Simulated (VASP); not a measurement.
# ZnS (Wurtzite-4H) (P6_3mc) in VASP: further runs, part 2 of 2

VASP 6.6.1.

### Step 4. Single point, SVWN5

This run uses another cell than the first one, of 19.01 Å³/atom, 1.021 times its volume.

Input file INCAR:

```
SYSTEM = ZnS
ALGO = Normal
EDIFF = 1E-7
ENCUT = 520
GGA = VW
ISIF = 2
ISMEAR = -1
LASPH = .True.
LCHARG = .True.
LELF = .True.
LREAL = .False.
LVHAR = .True.
LWAVE = .False.
NBANDS = 46
NELM = 80
PREC = Accurate
SIGMA = 0.05
```

Input file KPOINTS:

```
k-points
0
Gamma
  8 8 3
  0 0 0
```

Input file POSCAR:

```
ZnS
1.0
    3.7710355586      0.0000000000      0.0000000000
   -1.8855177793      3.2658125923      0.0000000000
    0.0000000000      0.0000000000     12.3507900682
Zn S
4 4
Direct
    0.6666666667      0.3333333333      0.7500000000
    0.3333333333      0.6666666667      0.2500000000
    0.0000000000      0.0000000000      0.5000000000
    0.0000000000      0.0000000000      0.0000000000
    0.6666666667      0.3333333333      0.9375000000
    0.3333333333      0.6666666667      0.4375000000
    0.0000000000      0.0000000000      0.6875000000
    0.0000000000      0.0000000000      0.1875000000
```

The run is started by

```
> cat potpaw_PBE.64/Zn/POTCAR potpaw_PBE.64/S/POTCAR > POTCAR
> mpirun -np 1 vasp_std > vasp.out
```

Wall time 77 s (1 thread of Intel Xeon 6975P-C (Granite Rapids), shared host); peak memory 0.26 GiB.

Results (log left out):

| Item | Value |
| --- | --- |
| Free energy | -32.5529 eV |
| Pressure | -1.7 GPa |
| Largest force | 0.050 eV/Å |
| Band gap on the k mesh | 2.07 eV, direct |

Forces in eV/Å, atoms in the order of the input:
```
Zn   0.000  0.000  0.005
Zn   0.000  0.000  0.005
Zn   0.000  0.000  0.030
Zn   0.000  0.000  0.030
S    0.000  0.000  0.014
S    0.000  0.000  0.014
S    0.000  0.000 -0.050
S    0.000  0.000 -0.050
```

Stress tensor (GPa, compression positive):
```
-1.64  0.00  0.00
 0.00 -1.64  0.00
 0.00  0.00 -1.77
```

Levels at points of the mesh, in eV from the valence-band top:
```
           k point  band 34  band 35  band 36  band 37  band 38  band 39
(0.00, 0.00, 0.00)    -0.04     0.00     0.00     2.07     3.06     3.29
(0.50, 0.00, 0.00)    -1.69    -1.20    -0.94     3.13     3.13     3.57
```

Caveat: the PAW data sets were made with another functional, which shifts forces and pressure a little.

### Step 5. Single point, PBE

This run uses another cell than the first one, of 19.01 Å³/atom, 1.021 times its volume.

Input file INCAR:

```
SYSTEM = ZnS
ALGO = Normal ; EDIFF = 1E-6
ENCUT = 520 ; GGA = PE
ISIF = 2 ; ISMEAR = -1
LASPH = .True. ; LCHARG = .True.
LELF = .True. ; LREAL = .False.
LVHAR = .True. ; LWAVE = .False.
NBANDS = 46 ; NELM = 60
PREC = Accurate ; SIGMA = 0.05
```

KPOINTS is that of step 4.

POSCAR is that of step 4.

The run is started by

```
> cat potpaw_PBE.64/Zn/POTCAR potpaw_PBE.64/S/POTCAR > POTCAR
> mpirun -np 1 vasp_std > vasp.out
```

It took 76 s on 1 thread of Intel Xeon 6975P-C (Granite Rapids), shared host; peak memory 0.3 GiB.

Results (log left out):

```
Free energy            : -27.2593 eV
Pressure               : 4.9 GPa
Largest force          : 0.054 eV/Å
Band gap on the k mesh : 2.32 eV, direct
```

Forces in eV/Å, atoms in the order of the input:
```
Zn   0.000  0.000  0.012
Zn   0.000  0.000  0.012
Zn   0.000  0.000  0.034
Zn   0.000  0.000  0.034
S    0.000  0.000  0.009
S    0.000  0.000  0.009
S    0.000  0.000 -0.054
S    0.000  0.000 -0.054
```

Stress tensor (GPa, compression positive):
```
4.94 0.00 0.00
0.00 4.94 0.00
0.00 0.00 4.79
```

Levels at points of the mesh, in eV from the valence-band top:
| k point | band 34 | band 35 | band 36 | band 37 | band 38 | band 39 |
| --- | --- | --- | --- | --- | --- | --- |
| (0.00, 0.00, 0.00) | -0.04 | 0.00 | 0.00 | 2.32 | 3.27 | 3.50 |
| (0.50, 0.00, 0.00) | -1.67 | -1.18 | -0.93 | 3.33 | 3.34 | 3.76 |

A k mesh can miss the band edges.

### Step 6. Single point, SVWN5

This run uses another cell than the first one, of 19.41 Å³/atom, 1.043 times its volume.

Input file INCAR:

```
PREC     = Accurate       # precision mode
ENCUT    = 520            # plane-wave cutoff, eV
EDIFF    = 1E-7           # SCF threshold, eV
ISMEAR   = -1             # smearing method
SIGMA    = 0.05           # smearing width, eV
LREAL    = False          # projectors in reciprocal space
LASPH    = True           # aspherical terms in the spheres
NELM     = 60             # most SCF steps
ALGO     = Normal         # electronic algorithm
ISIF     = 2              # what is computed and relaxed
LWAVE    = False          # write WAVECAR
LCHARG   = True           # write CHGCAR
GGA      = VW             # functional
LELF     = True           # ELF
LVHAR    = True         
NBANDS   = 46             # bands
```

Input file KPOINTS:

```
Automatic mesh
0
Gamma
  8 8 3
```

Changes to POSCAR since step 5:

```diff
@@ -2,5 +2,5 @@
 1.0
-    3.7710355586      0.0000000000      0.0000000000
-   -1.8855177793      3.2658125923      0.0000000000
-    0.0000000000      0.0000000000     12.3507900682
+    3.7970435223      0.0000000000      0.0000000000
+   -1.8985217611      3.2883361495      0.0000000000
+    0.0000000000      0.0000000000     12.4359706225
 Zn S
```

Potentials or basis: VASP PAW PBE potentials, release 64 (Zn, S).

The run is started by

```
> cat potpaw_PBE.64/Zn/POTCAR potpaw_PBE.64/S/POTCAR > POTCAR
> mpirun -np 1 vasp_std > vasp.out
```

OUTCAR:

```text
PREC = Accurate
   ENCUT = 520
   EDIFF = 1E-7
   ISMEAR = -1
   LREAL = False
   LASPH = True
   NELM = 60
   ISIF = 2
   GGA = VW

 ion  position               nearest neighbor table
   1  0.667  0.333  0.750-   7 2.33   7 2.33   7 2.33   5 2.33
   2  0.333  0.667  0.250-   8 2.33   8 2.33   8 2.33   6 2.33
   3  0.000  0.000  0.500-   6 2.33   6 2.33   6 2.33   7 2.33
   4  0.000  0.000  0.000-   5 2.33   5 2.33   5 2.33   8 2.33
   5  0.667  0.333  0.938-   4 2.33   4 2.33   4 2.33   1 2.33
   6  0.333  0.667  0.438-   3 2.33   3 2.33   3 2.33   2 2.33
   7  0.000  0.000  0.688-   1 2.33   1 2.33   1 2.33   3 2.33
   8  0.000  0.000  0.188-   2 2.33   2 2.33   2 2.33   4 2.33

  LATTYP: Found a hexagonal cell.
 ALAT       =     3.7970435223
 C/A-ratio  =     3.2751719988

  Lattice vectors:

 A1 = (   3.7970435223,   0.0000000000,   0.0000000000)
 A2 = (  -1.8985217611,   3.2883361495,   0.0000000000)
 A3 = (   0.0000000000,   0.0000000000,  12.4359706225)

Analysis of symmetry for initial positions (statically):
=====================================================================
 Subroutine PRICEL returns:
 Original cell was already a primitive cell.

 Routine SETGRP: Setting up the symmetry group for a
 hexagonal supercell.

 Subroutine GETGRP returns: Found 12 space group operations
 (whereof  6 operations were pure point group operations)
 out of a pool of 24 trial point group operations.

The static configuration has the point symmetry C_3v.
 The point group associated with its full space group is C_6v.

Analysis of symmetry for dynamics (positions and initial velocities):
=====================================================================
 Subroutine PRICEL returns:
 Original cell was already a primitive cell.

 Routine SETGRP: Setting up the symmetry group for a
[... 135 lines left out ...]
  volume/ion in A,a.u.               =      19.41       130.98
  Fermi-wavevector in a.u.,A,eV,Ry     =   1.267122  2.394514 21.845497  1.605599
  Thomas-Fermi vector in A             =   2.400287
   LORBIT       =      0    0 simple, 1 ext, 2 COOP (PROOUT), +10 PAW based schemes
   GGA     = VW    functional components
   LHFCALC =     F    Hartree Fock is set to
   AEXX    =    0.0000 exact exchange contribution
   IVDW    =     0    specifies the selected vdW correction
   LEPSILON=     F    determine dielectric tensor
   LRPA    =     F    only Hartree local field effects (RPA)
 non-spin polarized calculation
  energy-cutoff  :      520.00
  volume of cell :      155.27
 maximum number of plane-waves:      4204
   NGX = 15   NGY = 15   NGZ = 47

 number of electron      71.9999974 magnetization

 Free energy of the ion-electron system (eV)
  ---------------------------------------------------
  ext. energy  EPLUGINS =         0.00000000
  ---------------------------------------------------
  free energy    TOTEN  =       -32.50488597 eV

  energy without entropy =      -32.50488597  energy(sigma->0) =      -32.50488597

 E-fermi :   2.9972     XC(G=0): -10.1056

 val. band max:        1.9984905943   @ k =   0.0000   0.0000   0.0000
 cond. band min:       3.9718793793   @ k =   0.0000   0.0000   0.0000
 fundamental gap:      1.9733887850
 Fermi energy:         2.9971568255

 k-point     1 :       0.0000    0.0000    0.0000
  band No.  band energies     occupation
      1     -11.2594      2.00000
      2     -10.8196      2.00000
      3     -10.8083      2.00000
      4     -10.2772      2.00000
      5      -4.5477      2.00000
      6      -4.5436      2.00000
[... 969 lines left out ...]
     45       9.2076      0.00000
     46       9.4946      0.00000

------------------------ aborting loop because EDIFF is reached ----------------------------------------

  FORCE on cell =-STRESS in cart. coord.  units (eV):
  Direction    XX          YY          ZZ          XY          YZ          ZX
  --------------------------------------------------------------------------------------
  -------------------------------------------------------------------------------------
  Total       -3.1069033     -3.1069033     -3.2225546     -0.0000000      0.0000000      0.0000000
  in kB      -32.0580318    -32.0580318    -33.2513593     -0.0000000      0.0000000      0.0000000
  external PRESSURE =     -32.4558076 kB  Pullay stress =       0.0000000 kB

 VOLUME and BASIS-vectors are now :
 -----------------------------------------------------------------------------
  energy-cutoff  :      520.00
  volume of cell :      155.27
      direct lattice vectors                 reciprocal lattice vectors
     3.797043522  0.000000000  0.000000000     0.263362796  0.152052581  0.000000000
    -1.898521761  3.288336150  0.000000000     0.000000000  0.304105163  0.000000000
     0.000000000  0.000000000 12.435970622     0.000000000  0.000000000  0.080411898

 POSITION                                       TOTAL-FORCE (eV/Angst)
 -----------------------------------------------------------------------------------
      1.89852      1.09611      9.32698         0.000000      0.000000      0.003326
     -0.00000      2.19222      3.10899        -0.000000      0.000000      0.003326
      0.00000      0.00000      6.21799        -0.000000     -0.000000      0.024606
      0.00000      0.00000      0.00000        -0.000000      0.000000      0.024606
      1.89852      1.09611     11.65872        -0.000000     -0.000000      0.016403
     -0.00000      2.19222      5.44074        -0.000000     -0.000000      0.016403
      0.00000      0.00000      8.54973        -0.000000     -0.000000     -0.044335
      0.00000      0.00000      2.33174         0.000000     -0.000000     -0.044335
 -----------------------------------------------------------------------------------
    total drift:                               -0.000002     -0.000003     -0.000635

  FREE ENERGIE OF THE ION-ELECTRON SYSTEM (eV)
  ---------------------------------------------------
  free  energy   TOTEN  =       -32.5048859708 eV

  energy  without entropy=      -32.5048859707  energy(sigma->0) =      -32.50488597
```

stdout:

```text
POSCAR found type information on POSCAR ZnS
 POSCAR found :  2 types and       8 ions
 scaLAPACK will be used
 -----------------------------------------------------------------------------
|                                                                             |
|                                                                             |
|     You enforced a specific xc type in the INCAR file but a different       |
|     I HOPE YOU KNOW WHAT YOU ARE DOING!                                     |
|                                                                             |
 -----------------------------------------------------------------------------

 LDA part: xc-table for (Slater(with rela. corr.)+VWN5), standard interpolation
 POSCAR, INCAR and KPOINTS ok, starting setup
 FFT: planning ... GRIDC
 FFT: planning ... GRID_SOFT
 FFT: planning ... GRID
 WAVECAR not read
 entering main loop
```

It took 75 s on 1 thread of Intel Xeon 6975P-C (Granite Rapids), shared host; peak memory 0.26 GiB.

What came out:

```yaml
Free_energy: -32.5049 eV
Pressure: -3.2 GPa
Largest_force: 0.044 eV/Å
Band_gap_on_the_k_mesh: 1.97 eV, direct
```

Forces in eV/Å, atoms in the order of the input:
```
Zn   0.000  0.000  0.003
Zn   0.000  0.000  0.003
Zn   0.000  0.000  0.025
Zn   0.000  0.000  0.025
S    0.000  0.000  0.016
S    0.000  0.000  0.016
S    0.000  0.000 -0.044
S    0.000  0.000 -0.044
```

Stress tensor (GPa, compression positive):
```
-3.21  0.00  0.00
 0.00 -3.21  0.00
 0.00  0.00 -3.33
```

Caveat: the PAW data sets were made with another functional, which shifts forces and pressure a little.

### Step 7. Single point, PBE

This run uses another cell than the first one, of 19.41 Å³/atom, 1.043 times its volume.

Input file INCAR:

```
PREC = Accurate ; ENCUT = 520
EDIFF = 1E-7 ; ISMEAR = -1
SIGMA = 0.05 ; LREAL = False
LASPH = True ; NELM = 100
ALGO = Normal ; ISIF = 2
LWAVE = False ; LCHARG = False
GGA = PE ; NBANDS = 46
```

KPOINTS is that of step 6.

POSCAR is that of step 6.

The run is started by

```
> cat potpaw_PBE.64/Zn/POTCAR potpaw_PBE.64/S/POTCAR > POTCAR
> mpirun -np 1 vasp_std > vasp.out
```

It took 78 s on 1 thread of Intel Xeon 6975P-C (Granite Rapids), shared host; peak memory 0.31 GiB.

Results (log left out):

| Item | Value |
| --- | --- |
| Free energy | -27.3382 eV |
| Pressure | 3.1 GPa |
| Largest force | 0.049 eV/Å |
| Band gap on the k mesh | 2.22 eV, direct |

Forces on the atoms (eV/Å):
```
Zn   0.000  0.000  0.010
Zn   0.000  0.000  0.010
Zn   0.000  0.000  0.028
Zn   0.000  0.000  0.028
S    0.000  0.000  0.011
S    0.000  0.000  0.011
S    0.000  0.000 -0.049
S    0.000  0.000 -0.049
```

Stress tensor (GPa, compression positive):
```
3.13 0.00 0.00
0.00 3.13 0.00
0.00 0.00 2.99
```

Levels at points of the mesh, in eV from the valence-band top:
| k point | band 32 | band 33 | band 34 | band 35 | band 36 | band 37 | band 38 | band 39 | band 40 | band 41 |
| --- | --- | --- | --- | --- | --- | --- | --- | --- | --- | --- |
| (0.00, 0.00, 0.00) | -0.47 | -0.47 | -0.04 | 0.00 | 0.00 | 2.22 | 3.23 | 3.44 | 3.69 | 6.34 |
| (0.50, 0.00, 0.00) | -1.65 | -1.64 | -1.62 | -1.14 | -0.90 | 3.32 | 3.35 | 3.76 | 4.35 | 4.89 |

A k mesh can miss the band edges. Expect the measured gap to be larger: semilocal functionals such as PBE lack the derivative discontinuity.

### Step 8. Summary

| level | cell | gap on the mesh (eV) | pressure (GPa) | largest force (eV/Å) |
| --- | --- | --- | --- | --- |
| SVWN5 | a = 3.745, b = 3.745, c = 12.264 Å, angles 90.0, 90.0, 120.0°, 8 atoms | 2.17 | 0.1 | 0.06 |
| PBE | a = 3.745, b = 3.745, c = 12.264 Å, angles 90.0, 90.0, 120.0°, 8 atoms | 2.41 | 6.8 | 0.06 |
| SVWN5 | a = 3.771, b = 3.771, c = 12.351 Å, angles 90.0, 90.0, 120.0°, 8 atoms | 2.07 | -1.7 | 0.05 |
| PBE | a = 3.771, b = 3.771, c = 12.351 Å, angles 90.0, 90.0, 120.0°, 8 atoms | 2.32 | 4.9 | 0.05 |
| SVWN5 | a = 3.797, b = 3.797, c = 12.436 Å, angles 90.0, 90.0, 120.0°, 8 atoms | 1.97 | -3.2 | 0.04 |
| PBE | a = 3.797, b = 3.797, c = 12.436 Å, angles 90.0, 90.0, 120.0°, 8 atoms | 2.22 | 3.1 | 0.05 |

Alike in all rows: task single point; potentials or basis VASP PAW PBE potentials, release 64 (Zn, S); no spin polarisation; k mesh 8 × 8 × 3; cutoff (eV) 520; smearing fermi-dirac 0.05 eV.

Caveats: the PAW data sets were made with another functional, which shifts forces and pressure a little (some runs).

Total energies depend on the potentials used, so only differences within one code and one set of settings carry meaning.

### Step 9. Against experiment

Step 2. Against the measured gap of ZnS, 3.911 eV (direct; 4 K; a printed reference work, monograph), the calculated 2.17 eV is off by -1.75 eV. The value is that of SVWN5, without temperature or zero-point motion.

Step 4. Measured gap of ZnS: 3.911 eV (direct; 4 K; a printed reference work, monograph). This calculation gives 2.07 eV (-1.84 eV). The value is that of SVWN5, without temperature or zero-point motion.
